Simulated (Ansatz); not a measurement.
TiSi:

```
Ti Si
1.0
     1.81618   -2.11762    0.00000
     1.81618    2.11762    0.00000
     0.00000    0.00000    3.80393
Ti Si
1 1
Direct
  0.50000 0.50000 0.00000
  0.00000 0.00000 0.50000
```

The cell comes from a database or a generator and needn't be the stable form of this composition.

Below is the output of Ansatz 0.2.0 for this cell. Logs are shortened: lines on timing, memory, paths and dates and some standing lists are left out, and cuts for length are marked.

```text
Warning: RAYON_NUM_THREADS=1 ignored (pool sized by the plan → 1); use --threads N
The last accepted step is kept in <dir> (removed where the run ends without a failure and the disk answers)
LAPW: plane waves up to 8.144 Å⁻¹, error target 1.0e-3 eV per atom; small_component_spin mean_spin; Si in spheres of 1.198 Å, 12 of its electrons in bands, Dirac shells []; Ti in spheres of 1.353 Å, 12 of its electrons in bands, Dirac shells [] (how accurate: hamiltonian.pseudopotentials.lapw.basis_error, Limitations)
Engine: ansatz 0.2.0, aarch64-unknown-linux-gnu
Pseudopotentials: kind: all_electron
Pseudopotential: Ti, LAPW, valence charge 12, lapw/all_electron/scalar/gaussian/Ti, Koelling and Harmon's equation, gaussian nucleus
Pseudopotential: Si, LAPW, valence charge 12, lapw/all_electron/scalar/gaussian/Si, Koelling and Harmon's equation, gaussian nucleus
Functional definition: PBEsol
  exchange = pbesol_x
  correlation = pbesol_c
Crystal: 2 atoms, lattice volume = 29.260 Å³
Basis set: ecut = 252.69457865168258 eV, 261 PW (Γ), exchange–correlation at level 2
Bands: 16, of which v1, the nominal top of the filled ones, is band 12 counted from 1 (11 counted from 0)
Symmetry: 8 space group operations
Space group: Cmmm (ITA 65), of the structure as read, at distance tolerance 3.1e-5 Å
k-points: 124 of 700
Non-local potential: Ti, projectors of the file, none
Non-local potential: Si, projectors of the file, none
Initial density: superposition of atomic densities (chi_scale 0.1, normalization cell, long waves kept (reshape's long-wave potential 0.00 eV rms))
Initial wavefunctions: plane waves of lowest kinetic energy (no species holds an atomic orbital)
Functional: x = pbesol(κ = 0.804, μ = 0.12345679012345678), c = pbesol(β = 0.046)
iter 1 solved again at ethr=8.34e-4 eV; its pass at ethr=1.00e-1 eV (dr2=2.00e-1 eV) is discarded
SCF iter   1: F=—  HF=-31086.960448 eV  |F-HF|=—  |Δ(HF+E_count)|=         —  Δρ=2.51e-2  dr2=2.00e-1  ethr=8.34e-4  ⟨swp⟩=2.5  Hψ=13913  notcnv=0
preconditioner: auto → none  [metal: Δε(μ)=0.021 eV  Ē_g=6.355 eV  σ=0.050 eV  W_gap=0.11  n_scr=6 (ndim 8)  ℏωp=19.4 eV  f_vac=0.000  D(μ)=1.23/eV (n_scr^D=6)  sad-step TF]
[... 63 lines left out ...]
preconditioner: auto → none  [metal: Δε(μ)=0.034 eV  Ē_g=6.711 eV  σ=0.050 eV  W_gap=0.17  n_scr=6 (ndim 8)  ℏωp=20.4 eV  f_vac=0.000  D(μ)=0.93/eV (n_scr^D=6)]
SCF iter   2: F=-31086.737901 eV  HF=-31086.737901 eV  |F-HF|=7.67e-9  |Δ(HF+E_count)|=   1.97e-8  Δρ=6.52e-6  dr2=2.42e-9  ethr=4.58e-11  ⟨swp⟩=2.0  Hψ=5618  notcnv=0
SCF 6 converged in 2 iterations: F = -31086.737901 eV  dr2 = 2.42e-9
relax step   6: F+E_penalty+E_count = -31086.73790071 eV  Δ(F+E_penalty+E_count) = -5.869e-6 eV  max|allowed force component| = 0.000e0 eV/Å  Δτ_max = 0.0000 Å  P = +10.005 GPa  Ω = 26.528 Å³  stress off target by 2.29e-2 GPa  SCF on the basis re-selected at this cell (its energy is not comparable with the rows above)  (2 SCF iters)
basis re-selected at this cell: Δ(F+E_penalty+E_count) = -5.869e-6 eV, ΔP = -0.000 GPa vs the last step (what re-selecting the basis moved, after the strain that the cell walked since its last selection, with what the two solves' SCF thresholds leave and, on support functions, any second-order correction that the steps lacked; it is no measure of the basis error at this ecutwfc). The dense FFT grid was sized anew with the basis: this SCF ran on 16×16×24 points, the steps before it on 16×16×20, so part of this shift can come from that change (see relax.cell in the input reference). This SCF's stress stands 2.29e-2 GPa from its target on what of the cell is left free (relax.cell.stress_tol is 5.00e-2 GPa) and its largest allowed force component is 0.00e0 eV/Å (relax.f_tol is 2.00e-2 eV/Å): within both
SCF converged after 2 iterations
Free energy (F): -31086.737901 eV
Harris-Foulkes:  -31086.737901 eV  (|F-HF|=7.67e-9)
Internal energy: -31086.730237 eV  (E = F + TS)
E sigma→0 (E₀):  -31086.734069 eV
Entropy (-TS):   -0.007664 eV (-3.832 meV/atom)
Fermi energy:    16.098053 eV
--- Per-component energies (eV) ---
  E_band       = -762.750641
  E_kinetic    = 31332.446748
  E_xc         = -1679.514128
  E_electrostatic = -60739.662858  (all electrons and nuclei)
  E_smearing   = -0.007664  (= −TS)
  E_closure    = 0.000000  (closes the sum)
  E_atoms      = -31072.565870  (free atoms, spherical and without spin; not in F)
  Σ components = -31086.737901   (vs F -31086.737901, Δ=0.00e0)
  Basis errors (estimates in eV, not in F): energy 1.4e-4 per atom: plane waves 1.1e-4 (5.7e-5 summed), levels above the bands 2.2e-23, relativity 5.4e-9, radial functions 3.5e-5, core shells 4.6e-7; eigenvalues (radial functions only) 5.5e-7; not estimated: angular momenta, meshes, grids; target (lapw.basis_error) 1.0e-3; muffin-tin radii Si 1.159 Å, Ti 1.310 Å
--- Forces (eV/Å), atoms counted from 1 ---
  atom   1  Ti     0.00000000     0.00000000     0.00000000
  atom   2  Si     0.00000000     0.00000000     0.00000000
  max |Σ_I F_I| component: 0.00e0 eV/Å
--- Stress (GPa, compression-positive) ---
       10.022939      -0.000000       0.000000
       -0.000000       9.987848       0.000000
        0.000000       0.000000      10.003541
  P = ⅓ Tr σ = 10.0048 GPa (100.048 kbar)
--- Relaxed structure (5 steps of the walk, 5 accepted, 1 SCFs on fresh bases) ---
  F+E_penalty+E_count = -31086.73790071 eV   max|allowed force component| = 0.000e0 eV/Å   (the final SCF, on the basis selected at the relaxed cell)
  cell:  # Å, volume = 26.5281 Å³
    - [1.7665518801558038, -2.0010790844426714, 0.0]
    - [1.7665518801558038, 2.0010790844426714, 0.0]
    - [0.0, 0.0, 3.7521978598868313]
  atoms:
    - { symbol: Ti, position: [0.5, 0.5, 0.0] }
    - { symbol: Si, position: [2.1229314916803875e-34, 2.1229314916803875e-34, 0.5] }
```

Problem. What input gives this log?

Solution. Relaxation of cell and atoms with PBEsol, no spin polarisation. The files as run (others can give the same):

input.yaml
```yaml
crystal:
  lattice:
    - [1.816178, -2.117624, 0.0]
    - [1.816178, 2.117624, 0.0]
    - [0.0, 0.0, 3.803934]
  atoms:
    - { symbol: Ti, position: [0.5, 0.5, 0.0] }
    - { symbol: Si, position: [0.0, 0.0, 0.5] }
kpoints:
  mp_grid: { grid: [10, 10, 7] }
scf:
  occupations: { method: fermi_dirac, width: 0.05 }
hamiltonian:
  xc: pbesol
  pseudopotentials: { kind: all_electron, lapw: { basis_error: 0.001 } }
output:
  forces: true
  stress: true
relax:
  f_tol: 0.02
  max_steps: 60
  cell: { p_target: 10 }
```

Potentials or basis: all-electron LAPW, scalar-relativistic.
Launch:
```console
$ ansatz run input.yaml --threads 1 --pin off --max-ram 3072MiB --backend cpu --events-out ev --progress --plain --runs-dir out
```
